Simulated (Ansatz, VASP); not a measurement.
**Cross-check of SiO2 between VASP and Ansatz**

Wanted: the spread between two codes on one cell, functional and k mesh. The cell is taken from a series of runs on this material, whose earlier steps may have relaxed, scaled, displaced or heated it; both programs get it as it stands.

Main program and level: Ansatz 0.2.0; plane waves, with VASP 6.6.1 beside it; single point at PBEsol.

## 1. The starting structure

It takes space group P4_2/mcm (No. 132, tetragonal). Conventional cell: a = 8.234 Å, b = 8.234 Å, c = 5.561 Å, α = 90.00°, β = 90.00°, γ = 90.00°. Nearest to Si lie 4 O at 1.63 to 1.66 Å. O has 2 Si at 1.63 Å nearest. Nearest to O lie 2 Si at 1.63 Å. O has 2 Si at 1.66 Å nearest. Farther neighbours and most contacts between anions are not listed.

## 2. Ansatz: single point, PBEsol

Ansatz runs on its PAW soft_1 files.

With cell and atoms fixed, the geometry can't cause a difference; cores, projectors, grids and the points listed under the comparison can.

input.yaml reads:

```yaml
crystal:
  lattice:
    - [8.233705, 0.0, 0.0]
    - [0.0, 8.233705, 0.0]
    - [0.0, 0.0, 5.560957]
  atoms:
    - { symbol: Si, position: [0.0684490779, 0.6862171182, 0.5] }
    - { symbol: Si, position: [0.0684490779, 0.3137828818, 0.0] }
    - { symbol: Si, position: [0.3137828818, 0.0684490779, 0.0] }
    - { symbol: Si, position: [0.9315509221, 0.3137828818, 0.5] }
    - { symbol: Si, position: [0.9315509221, 0.6862171182, 0.0] }
    - { symbol: Si, position: [0.6862171182, 0.0684490779, 0.5] }
    - { symbol: Si, position: [0.6862171182, 0.9315509221, 0.0] }
    - { symbol: Si, position: [0.3137828818, 0.9315509221, 0.5] }
    - { symbol: O, position: [0.0, 0.5, 0.0] }
    - { symbol: O, position: [0.5, 0.0, 0.5] }
    - { symbol: O, position: [0.7628805056, 0.0, 0.25] }
    - { symbol: O, position: [0.5, 0.0, 0.0] }
    - { symbol: O, position: [0.0, 0.2371194944, 0.25] }
    - { symbol: O, position: [0.7628805056, 0.0, 0.75] }
    - { symbol: O, position: [0.0, 0.5, 0.5] }
    - { symbol: O, position: [0.0, 0.7628805056, 0.25] }
    - { symbol: O, position: [0.0, 0.7628805056, 0.75] }
    - { symbol: O, position: [0.0, 0.2371194944, 0.75] }
    - { symbol: O, position: [0.2371194944, 0.0, 0.75] }
    - { symbol: O, position: [0.2645687361, 0.2645687361, 0.0] }
    - { symbol: O, position: [0.7354312639, 0.2645687361, 0.5] }
    - { symbol: O, position: [0.2371194944, 0.0, 0.25] }
    - { symbol: O, position: [0.7354312639, 0.7354312639, 0.0] }
    - { symbol: O, position: [0.2645687361, 0.7354312639, 0.5] }
kpoints:
  mp_grid: { grid: [3, 3, 3] }
scf:
  occupations: { method: fixed }
hamiltonian:
  xc: pbesol
  pseudopotentials:
    kind: paw
    frozen_core: stored
    azcp: { folder: soft_1 }
    xc_functional: pbe
output:
  forces: false
  stress: false
  efg: { quadrupole_moments_barn: { O: -0.02558 } }
```

The run is started by

```console
$ ansatz run input.yaml --threads 4 --pin off --max-ram 16384MiB --backend cpu --events-out ev --progress --plain --runs-dir out
```

Numbers of over 12 decimals in the logs are rounded to 6 here.

The log of the run:

```text
Engine: ansatz 0.2.0, aarch64-unknown-linux-gnu
Pseudopotentials: kind: paw
Pseudopotential: Si, paw, valence charge 4, recommended cutoff 420 eV (normal), soft_1/Si.paw.azcp
Pseudopotential: O, paw, valence charge 6, recommended cutoff 420 eV (normal), soft_1/O.paw.azcp
Functional definition: PBEsol
  exchange = pbesol_x
  correlation = pbesol_c
Crystal: 24 atoms, lattice volume = 376.999 Å³
Basis set: ecut = 420 eV, 7363 PW (Γ)
Bands: 88, of which v1, the nominal top of the filled ones, is band 64 counted from 1 (63 counted from 0)
Symmetry: 16 space group operations
Space group: P42/mcm (ITA 132), of the structure as read, at distance tolerance 7.2e-5 Å
k-points: 6 of 27
Non-local potential: Si, projectors of the file, l = 0: 2, l = 1: 2, l = 2: 1
Non-local potential: O, projectors of the file, l = 0: 2, l = 1: 2, l = 2: 1
PAW form: soft (Blöchl's): semilocal exchange-correlation on the pseudo side does not see the compensation charge
PAW frozen core: Si, as the file was generated: the input asks for it (`frozen_core: stored`)
PAW frozen core: O, as the file was generated: the input asks for it (`frozen_core: stored`)
PAW one-centre angular grid: Si, 110 points (default); XC on 64 Gauss nodes
PAW one-centre angular grid: O, 110 points (default); XC on 64 Gauss nodes
Initial density: superposition of atomic densities (chi_scale 0.1, normalization cell, long waves kept (reshape's long-wave potential 0.09 eV rms))
Initial wavefunctions: pseudopotential atomic-orbital guess
Functional: x = pbesol(κ = 0.804, μ = 0.123457), c = pbesol(β = 0.046)
SCF iter   1: F=—  HF=-13980.666405 eV  |F-HF|=—  |Δ(HF+E_count)|=         —  Δρ=1.09e-1  dr2=4.19e1  ethr=3.10e-3  ⟨swp⟩=5.5  Hψ=2063  notcnv=0  defer=131
preconditioner: auto → Resta (q_TF=auto, 2.279 Å⁻¹)  ε∞=2.6  [insulator: Δε(μ)=6.381 eV  Ē_g=17.261 eV  n_scr=68 (ndim 8)  ℏωp=21.6 eV  f_vac=0.223  ε∞_Penn≈2.6]
SCF iter   2: F=—  HF=-13969.158123 eV  |F-HF|=—  |Δ(HF+E_count)|=    1.15e1  Δρ=4.00e-2  dr2=2.65e0  ethr=3.10e-3  ⟨swp⟩=3.5  Hψ=1319  notcnv=0  defer=126
SCF iter   3: F=—  HF=-13968.765475 eV  |F-HF|=—  |Δ(HF+E_count)|=   3.93e-1  Δρ=1.89e-2  dr2=8.39e-1  ethr=2.07e-3  ⟨swp⟩=2.0  Hψ=434  notcnv=0  defer=71
automatic band count: iteration 3 solves 78 bands in place of 88: the levels show a gap, and the empty bands left out lie too high to hold charge; the band table lists the bands solved (type scf.n_extra_bands for more)
SCF iter   4: F=—  HF=-13968.705212 eV  |F-HF|=—  |Δ(HF+E_count)|=   6.03e-2  Δρ=2.24e-3  dr2=1.86e-2  ethr=6.55e-4  ⟨swp⟩=2.7  Hψ=769  notcnv=0  defer=72
SCF iter   5: F=—  HF=-13968.721265 eV  |F-HF|=—  |Δ(HF+E_count)|=   1.61e-2  Δρ=2.05e-3  dr2=1.21e-2  ethr=1.46e-5  ⟨swp⟩=3.3  Hψ=874  notcnv=0  defer=72
SCF iter   6: F=—  HF=-13968.720979 eV  |F-HF|=—  |Δ(HF+E_count)|=   2.86e-4  Δρ=4.74e-4  dr2=6.49e-4  ethr=9.46e-6  ⟨swp⟩=3.0  Hψ=803  notcnv=0  defer=72
SCF iter   7: F=—  HF=-13968.721075 eV  |F-HF|=—  |Δ(HF+E_count)|=   9.62e-5  Δρ=1.08e-4  dr2=4.72e-5  ethr=5.07e-7  ⟨swp⟩=2.0  Hψ=764  notcnv=0  defer=72
SCF iter   8: F=—  HF=-13968.720874 eV  |F-HF|=—  |Δ(HF+E_count)|=   2.01e-4  Δρ=1.06e-4  dr2=3.34e-5  ethr=3.69e-8  ⟨swp⟩=2.0  Hψ=812  notcnv=0  defer=72
SCF iter   9: F=—  HF=-13968.720864 eV  |F-HF|=—  |Δ(HF+E_count)|=   9.83e-6  Δρ=1.47e-5  dr2=1.04e-6  ethr=2.61e-8  ⟨swp⟩=2.0  Hψ=723  notcnv=0  defer=72
SCF iter  10: F=-13968.720865 eV  HF=-13968.720865 eV  |F-HF|=2.19e-9  |Δ(HF+E_count)|=   3.98e-8  Δρ=5.02e-6  dr2=9.32e-8  ethr=7.81e-11  ⟨swp⟩=2.0  Hψ=1606  notcnv=0
SCF 1 converged in 10 iterations: F = -13968.720865 eV  dr2 = 9.32e-8
  greatest PAW one-centre occupation: 0.861 electrons in one spin orbital (limit 2), on the O atom at site 21 (counted from 0), in its partial waves of l = 0
SCF converged after 10 iterations
Free energy (F): -13968.720865 eV
Harris-Foulkes:  -13968.720865 eV  (|F-HF|=2.19e-9)
Internal energy: -13968.720865 eV  (E = F + TS)
E sigma→0 (E₀):  -13968.720865 eV
Fermi energy:    0.795062 eV
--- Per-component energies (eV) ---
  E_band       = -791.702677
  E_kinetic    = 3092.339148
  E_local      = -11764.686615  (includes V_loc(G=0)·N_el)
  E_nonlocal   = 1007.218452
  E_hartree    = 4720.897464
  E_xc         = -1585.327219
  E_vxc        = -1843.054564  (∫ρ·V_xc dr)
  E_paw        = -6508.857827  (= ΣΔE_a)
  E_vpaw       = -725.307238  (= ΣTr[D̂ρ^β])
  E_aug_tail   = 0.013138  (compensation charges beyond the density's cutoff)
  E_ewald      = -2930.317405
  E_smearing   = -0.000000  (= −TS)
  E_closure    = 0.000000  (closes the sum)
  Σ components = -13968.720865   (vs F -13968.720865, Δ=0.00e0)
--- PAW observables at the nuclei: V_zz in 10²¹ V/m², potentials from the cell's mean, atoms counted from 1 ---
  atom   1  Si V_zz =    +3.750747   η = 0.2878   by run symmetry: allowed
            electrostatic potential = -1352.414896 V   contact ρ = none
  atom   2  Si V_zz =    +3.750747   η = 0.2878   by run symmetry: allowed
            electrostatic potential = -1352.414896 V   contact ρ = none
  atom   3  Si V_zz =    +3.750747   η = 0.2878   by run symmetry: allowed
            electrostatic potential = -1352.414896 V   contact ρ = none
  atom   4  Si V_zz =    +3.750747   η = 0.2878   by run symmetry: allowed
            electrostatic potential = -1352.414896 V   contact ρ = none
  atom   5  Si V_zz =    +3.750747   η = 0.2878   by run symmetry: allowed
            electrostatic potential = -1352.414896 V   contact ρ = none
  atom   6  Si V_zz =    +3.750747   η = 0.2878   by run symmetry: allowed
            electrostatic potential = -1352.414896 V   contact ρ = none
  atom   7  Si V_zz =    +3.750747   η = 0.2878   by run symmetry: allowed
            electrostatic potential = -1352.414896 V   contact ρ = none
  atom   8  Si V_zz =    +3.750747   η = 0.2878   by run symmetry: allowed
            electrostatic potential = -1352.414896 V   contact ρ = none
  atom   9  O  V_zz =   +11.761854   η = 0.3522   by run symmetry: allowed   C_q = -7.2750 MHz
            electrostatic potential = -616.552652 V   contact ρ = none
  atom  10  O  V_zz =   +11.761854   η = 0.3522   by run symmetry: allowed   C_q = -7.2750 MHz
            electrostatic potential = -616.552652 V   contact ρ = none
  atom  11  O  V_zz =   +10.091575   η = 0.1657   by run symmetry: allowed   C_q = -6.2419 MHz
            electrostatic potential = -616.921213 V   contact ρ = none
  atom  12  O  V_zz =   +11.761854   η = 0.3522   by run symmetry: allowed   C_q = -7.2750 MHz
            electrostatic potential = -616.552652 V   contact ρ = none
  atom  13  O  V_zz =   +10.091575   η = 0.1657   by run symmetry: allowed   C_q = -6.2419 MHz
            electrostatic potential = -616.921213 V   contact ρ = none
  atom  14  O  V_zz =   +10.091575   η = 0.1657   by run symmetry: allowed   C_q = -6.2419 MHz
            electrostatic potential = -616.921213 V   contact ρ = none
  atom  15  O  V_zz =   +11.761854   η = 0.3522   by run symmetry: allowed   C_q = -7.2750 MHz
            electrostatic potential = -616.552652 V   contact ρ = none
  atom  16  O  V_zz =   +10.091575   η = 0.1657   by run symmetry: allowed   C_q = -6.2419 MHz
            electrostatic potential = -616.921213 V   contact ρ = none
  atom  17  O  V_zz =   +10.091575   η = 0.1657   by run symmetry: allowed   C_q = -6.2419 MHz
            electrostatic potential = -616.921213 V   contact ρ = none
  atom  18  O  V_zz =   +10.091575   η = 0.1657   by run symmetry: allowed   C_q = -6.2419 MHz
            electrostatic potential = -616.921213 V   contact ρ = none
  atom  19  O  V_zz =   +10.091575   η = 0.1657   by run symmetry: allowed   C_q = -6.2419 MHz
            electrostatic potential = -616.921213 V   contact ρ = none
  atom  20  O  V_zz =   +10.296702   η = 0.7239   by run symmetry: allowed   C_q = -6.3687 MHz
            electrostatic potential = -616.698488 V   contact ρ = none
  atom  21  O  V_zz =   +10.296702   η = 0.7239   by run symmetry: allowed   C_q = -6.3687 MHz
            electrostatic potential = -616.698488 V   contact ρ = none
  atom  22  O  V_zz =   +10.091575   η = 0.1657   by run symmetry: allowed   C_q = -6.2419 MHz
            electrostatic potential = -616.921213 V   contact ρ = none
  atom  23  O  V_zz =   +10.296702   η = 0.7239   by run symmetry: allowed   C_q = -6.3687 MHz
            electrostatic potential = -616.698488 V   contact ρ = none
  atom  24  O  V_zz =   +10.296702   η = 0.7239   by run symmetry: allowed   C_q = -6.3687 MHz
            electrostatic potential = -616.698488 V   contact ρ = none
```

[end of part 1 of 2]

[Lines on the potential files, build, host, timing and source positions are cut from VASP's logs without a mark.]

[Logs are printed without paths, hosts, clocks, repeated set-up lines and the standing remarks that a program may print on its own settings, such as how far it seeks lower states.]

[Hosts, paths, dates, database ids (printed as entryN), source tags and the programs' standing remarks are cut or masked in the printed files.]
